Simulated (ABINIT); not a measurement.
Runs of ABINIT 10.8.3 (patched build) on I. It takes space group Fmmm (No. 69, orthorhombic). Conventional cell: a = 4.384 Å, b = 4.731 Å, c = 7.820 Å, α = 90.00°, β = 90.00°, γ = 90.00°. Around I (site symmetry mmm) lie 4 I at 3.23 Å. 

```csv
task,level,potentials or basis,k mesh,cutoff (eV),fine-grid cutoff,mesh quality,gap on the mesh (eV),pressure (GPa)
single point,PBE,JTH PAW PBE v2.0,7 × 7 × 7,408,816.342 eV,not flagged,none,0.6
band structure,revPBE,JTH PAW PBE v2.0,9 × 9 × 9,408,816.342 eV,not flagged,none,1.5
single point,r2SCAN,JTH PAW PBE v2.0,4 × 4 × 4,490,979.61 eV,coarse,-,(c)
band structure,RPBE,JTH PAW PBE v2.0,9 × 9 × 9,408,816.342 eV,not flagged,none,1.8
band structure,PBE,JTH PAW PBE v2.0,9 × 9 × 9,408,816.342 eV,not flagged,none,0.5
band structure,BP86,JTH PAW PBE v2.0,9 × 9 × 9,408,816.342 eV,not flagged,none,(a)
single point,PBEsol,JTH PAW PBE v2.0,12 × 12 × 12,408,816.342 eV,not flagged,none,(b)
band structure,SCAN,JTH PAW PBE v2.0,9 × 9 × 9,490,979.61 eV,not flagged,none,-0.7
```

Alike in all rows: no spin polarisation; cell as given; smearing fermi-dirac 0.05 eV.

**Question.** Fill in the values left out.

**Answer.** (a) 0.8; (b) -1.2; (c) -1.8.

Caveats: some runs use coarse meshes; an odd number of electrons without spin polarisation forces a metal (some runs); a magnetic or distorted state may lie lower (some runs); the PAW data sets were made with another functional, which shifts forces and pressure a little (some runs); spin-orbit coupling is left out, which moves the levels of the heavy elements (some runs).

A k mesh can miss the band edges, and the runs leave out spin-orbit coupling on I.

A gap of «none» marks a metal or a gap under the smearing width.
